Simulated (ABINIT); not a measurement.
# MoS2 (R3m) in ABINIT: single point with LDA

Aim: the single point of MoS2 with LDA.

All numbers are computed with ABINIT 10.8.3 (patched build); they aren't measurements. Logs are shortened: lines on timing, memory, paths and dates and some standing lists are left out, and cuts for length are marked. The log counts tension as positive stress, the text compression.

### 1 The structure

It takes space group R3m (No. 160, trigonal). The conventional cell has a = 3.163 Å, b = 3.163 Å, c = 18.370 Å, α = 90.00°, β = 90.00°, γ = 120.00°. Around Mo (site symmetry 3m) lie 6 S at 2.36 Å. S (site symmetry 3m) has 3 Mo at 2.36 Å as nearest neighbours. S (site symmetry 3m) is surrounded by 3 Mo at 2.36 Å.

Measurements of this composition are mostly on another form, of space group No. 194.

### 2 Single point, LDA

run.abi

```
# Pseudopotentials
pp_dirpath "./"
pseudos "Mo.hgh, S.hgh"

# Structure
acell 3*1.0
rprim
     2.9886016582     1.7254699771    11.5714132881
    -2.9886016582     1.7254699771    11.5714132881
     0.0000000000    -3.4509399543    11.5714132881
ntypat 2
znucl 42 16
natom 3
typat 1 2 2
xred
     0.0000000000     0.0000000000     0.0000000000
     0.7484000000     0.7484000000     0.7484000000
     0.5849000000     0.5849000000     0.5849000000

# Plane-wave basis
ecut 38.0

# k points
kptopt 1
ngkpt 8 8 8
nshiftk 1
shiftk 0.0 0.0 0.0

# Exchange and correlation
ixc 7

# Bands and occupations
nband 13
occopt 3
tsmear 0.05 eV

# SCF cycle
nstep 100
tolvrs 1.0e-10

# Output
iomode 3
prtwf 0
prteig 0
prtebands 0
prtden 1
prtvha 1
prtvclmb 1
prtpot 1
prtelf 1
```

Potentials or basis: HGH LDA.

The run is started by

```
abinit run.abi > log 2>&1
```

run.abo:

```text
.Version 10.8.3 of ABINIT
 Symmetries : space group R3 m (#160); Bravais hR (rhombohedral)
================================================================================
 Values of the parameters that define the memory need of the present run
     intxc =       0    ionmov =       0      iscf =       7    lmnmax =       6
     lnmax =       6     mgfft =      72  mpssoang =       3    mqgrid =    3001
     natom =       3  nloc_mem =       1    nspden =       1   nspinor =       1
    nsppol =       1      nsym =       6    n1xccc =       0    ntypat =       2
    occopt =       3   xclevel =       1
       mpw =        4038          nfft =      373248          nkpt =          65
================================================================================
================================================================================

--------------------------------------------------------------------------------
------------- Echo of variables that govern the present computation ------------
--------------------------------------------------------------------------------
 -outvars: echo values of preprocessed input variables --------
            acell      1.0000000000E+00  1.0000000000E+00  1.0000000000E+00 Bohr
              amu      9.59400000E+01  3.20660000E+01
             ecut      3.80000000E+01 Hartree
                       outvar_i_n : Printing only first  50 k-points.
              ixc           7
                       outvar_i_n : Printing only first  50 k-points.
         kptrlatt        8    0    0      0    8    0      0    0    8
          kptrlen      4.78176266E+01
            natom           3
            nband          13
            ngfft          72      72      72
             nkpt          65
            nstep         100
             nsym           6
           ntypat           2
                       prtocc : prtvol=0, do not print more k-points.
           occopt           3
        prtebands           0
           prteig           0
           prtelf           1
           prtpot           1
         prtvclmb           1
           prtvha           1
            prtwf           0
            rprim      2.9886016582E+00  1.7254699771E+00  1.1571413288E+01
                      -2.9886016582E+00  1.7254699771E+00  1.1571413288E+01
                       0.0000000000E+00 -3.4509399543E+00  1.1571413288E+01
          spgroup         160
           tolvrs      1.00000000E-10
           tsmear      1.83746611E-03 Hartree
            typat      1  2  2
                       outvars : Printing only first  50 k-points.
           xangst      0.0000000000E+00  0.0000000000E+00  0.0000000000E+00
                       5.8462902599E-17 -3.9603551233E-11  1.3748096488E+01
                       5.1437120239E-17 -3.0951518489E-11  1.0744604003E+01
            xcart      0.0000000000E+00  0.0000000000E+00  0.0000000000E+00
                       1.1047887444E-16 -7.4839865444E-11  2.5980137114E+01
                       9.7202069956E-17 -5.8489893126E-11  2.0304358897E+01
             xred      0.0000000000E+00  0.0000000000E+00  0.0000000000E+00
                       7.4840000000E-01  7.4840000000E-01  7.4840000000E-01
                       5.8490000000E-01  5.8490000000E-01  5.8490000000E-01
[... 141 lines left out ...]
 rms dE/dt=  2.0720E-01; max dE/dt=  2.5345E-01; dE/dt below (all hartree)
    1       0.000627812929      0.000627812929      0.000627812929
    2      -0.254081512008     -0.254081512008     -0.254081512008
    3       0.253453714862      0.253453714862      0.253453714862

 cartesian coordinates (angstrom) at end:
    1      0.00000000000000     0.00000000000000     0.00000000000000
    2      0.00000000000000    -0.00000000003960    13.74809648777113
    3      0.00000000000000    -0.00000000003095    10.74460400280242

 cartesian forces (hartree/bohr) at end:
    1      0.00000000000000     0.00000000000000    -0.00005425505532
    2      0.00000000000000     0.00000000000000     0.02195769098756
    3     -0.00000000000000    -0.00000000000000    -0.02190343593224
 frms,max,avg= 1.0338190E-02 2.1957691E-02   0.000E+00  0.000E+00 -4.547E-10 h/b

 cartesian forces (eV/Angstrom) at end:
    1      0.00000000000000     0.00000000000000    -0.00278990711724
    2      0.00000000000000     0.00000000000000     1.12910986835221
    3     -0.00000000000000    -0.00000000000000    -1.12631996123497
 frms,max,avg= 5.3161113E-01 1.1291099E+00   0.000E+00  0.000E+00 -2.338E-08 e/A
 length scales=  1.000000000000  1.000000000000  1.000000000000 bohr
              =  0.529177210544  0.529177210544  0.529177210544 angstroms
 Fermi (or HOMO) energy (hartree) =   0.18115   Average Vxc (hartree)=  -0.38296
 Eigenvalues (hartree) for nkpt=  65  k points:
 kpt#   1, nband= 13, wtk=  0.00195, kpt=  0.0000  0.0000  0.0000 (reduced coord)
  -0.39855   -0.33261   -0.09950    0.02426    0.02426    0.07094    0.07094    0.12208
   0.12332    0.24243    0.24243    0.25954    0.25954
      occupation numbers for kpt#   1
   2.00000    2.00000    2.00000    2.00000    2.00000    2.00000    2.00000    2.00000
   2.00000    0.00000    0.00000    0.00000    0.00000
 prteigrs : prtvol=0 or 1, do not print more k-points.

--- !EnergyTerms
iteration_state     : {dtset: 1, }
comment             : Components of total free energy in Hartree
kinetic             :  1.54814672061687E+01
hartree             :  4.51935285539114E+00
xc                  : -6.61588041118755E+00
Ewald energy        : -2.81214359155298E+01
psp_core            :  2.98807025116978E+00
local_psp           : -1.51231906061234E+01
non_local_psp       : -1.75191021043735E+00
internal            : -2.86235268305485E+01
'-kT*entropy'       : -1.56954489694703E-07
total_energy        : -2.86235269875030E+01
total_energy_eV     : -7.78885848579206E+02
band_energy         : -9.98504210480113E-01
...

 Cartesian components of stress tensor (hartree/bohr^3)
  sigma(1 1)= -5.24448675E-05  sigma(3 2)=  2.38894946E-14
  sigma(2 2)= -5.24449182E-05  sigma(3 1)=  0.00000000E+00
  sigma(3 3)= -2.95128002E-04  sigma(2 1)=  0.00000000E+00

-Cartesian components of stress tensor (GPa)         [Pressure=  3.9230E+00 GPa]
- sigma(1 1)= -1.54298127E+00  sigma(3 2)=  7.02853197E-10
- sigma(2 2)= -1.54298276E+00  sigma(3 1)=  0.00000000E+00
- sigma(3 3)= -8.68296558E+00  sigma(2 1)=  0.00000000E+00

== END DATASET(S) ==============================================================
================================================================================

 -outvars: echo values of variables after computation  --------
            acell      1.0000000000E+00  1.0000000000E+00  1.0000000000E+00 Bohr
           etotal     -2.8623526988E+01
            fcart      5.6915035261E-18  4.2449636371E-18 -5.4255055315E-05
                       8.0924785467E-18  3.9691861208E-18  2.1957690988E-02
                      -1.3783982073E-17 -8.2141497579E-18 -2.1903435932E-02
            rprim      2.9886016582E+00  1.7254699771E+00  1.1571413288E+01
                      -2.9886016582E+00  1.7254699771E+00  1.1571413288E+01
                       0.0000000000E+00 -3.4509399543E+00  1.1571413288E+01
           strten     -5.2444867490E-05 -5.2444918161E-05 -2.9512800156E-04
                       2.3889494595E-14  0.0000000000E+00  0.0000000000E+00
           xangst      0.0000000000E+00  0.0000000000E+00  0.0000000000E+00
                       5.8462902599E-17 -3.9603551233E-11  1.3748096488E+01
                       5.1437120239E-17 -3.0951518489E-11  1.0744604003E+01
             xred      0.0000000000E+00  0.0000000000E+00  0.0000000000E+00
                       7.4840000000E-01  7.4840000000E-01  7.4840000000E-01
                       5.8490000000E-01  5.8490000000E-01  5.8490000000E-01
 Calculation completed.
```

It took 3.1 min on 1 thread of AMD EPYC 9R45 (Zen 5), shared host; peak memory 0.2 GiB.

Results:

```yaml
Free_energy: -778.8858 eV
Pressure: 3.9 GPa
Largest_force: 1.129 eV/Å
Band_gap_on_the_k_mesh: 0.90 eV, indirect (least direct gap 2.01 eV)
Valence_electrons_inside_the_program's_atomic_spheres: Mo 2.97; S 3.94
```

Forces in eV/Å, atoms in the order of the input:
```
Mo   0.000  0.000 -0.003
S    0.000  0.000  1.129
S    0.000  0.000 -1.126
```

Caveat: HGH potentials are hard and often keep d shells in the core, so these values are rough; forces of over 1 eV/Å show positions far from the minimum, so gaps and moduli don't describe the material at rest. As with any semilocal functional, this LDA gap is likely too small.
